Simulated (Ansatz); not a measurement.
The calculation used Ansatz 0.2.0, DFT PBE, scalar-relativistic, plane waves, PAW. Settings: cutoff 420 eV, Γ-centred meshes spaced at most about 0.3 Å⁻¹, and about 0.25 Å⁻¹ or finer for metals (2π included), Gaussian smearing. No spin polarisation.

All energies are static (0 K, no zero-point motion).

Compare these two cells of LiCl2, each relaxed at this level.

A.

```yaml
crystal:
  lattice:
    - [0.00000, 3.15093, 3.15093]
    - [3.15093, 0.00000, 3.15093]
    - [3.15093, 3.15093, 0.00000]
  atoms:
    - { symbol: Li, position: [0.00000, 0.00000, 0.00000] }
    - { symbol: Cl, position: [0.25000, 0.25000, 0.25000] }
    - { symbol: Cl, position: [0.75000, 0.75000, 0.75000] }
```

B.

```yaml
crystal:
  lattice:
    - [6.75145, 0.00000, 0.00000]
    - [-3.37573, 5.84693, 0.00000]
    - [0.00000, 0.00000, 5.31967]
  atoms:
    - { symbol: Li, position: [0.36078, 0.00000, 0.33333] }
    - { symbol: Li, position: [0.00000, 0.36078, 0.66667] }
    - { symbol: Li, position: [0.63922, 0.63922, 0.00000] }
    - { symbol: Cl, position: [0.33612, 0.33431, 0.25064] }
    - { symbol: Cl, position: [0.66569, 0.00181, 0.58397] }
    - { symbol: Cl, position: [0.99819, 0.66388, 0.91731] }
    - { symbol: Cl, position: [0.33431, 0.33612, 0.74936] }
    - { symbol: Cl, position: [0.00181, 0.66569, 0.41603] }
    - { symbol: Cl, position: [0.66388, 0.99819, 0.08269] }
```

Question: Which form is favoured at zero pressure, and by what margin per atom?

Answer: B is lower, by 229 meV/atom. A has the fluorite type, space group Fm-3m (No. 225), 20.9 Å³/atom and no gap on its mesh; B has space group P3_121 (No. 152), 23.3 Å³/atom and no gap. Counting Cl atoms around Li (those within 1.25 times the shortest such distance or 1.15 times the sum of covalent radii; the shortest distance is added where it is long for a bond), A has Li 8 from 2.7 Å and B has Li 4. The lower one is the more open, so pressure narrows the difference. Both come from invented guesses.

In Fm-3m, P3_121 an odd number of electrons in the primitive cell allows no gap without spin; a larger cell or a magnetic state could open one. A magnetic state wasn't ruled out in cells without spin, among them Fm-3m, P3_121. Cells relaxed within their symmetry can be saddle points.
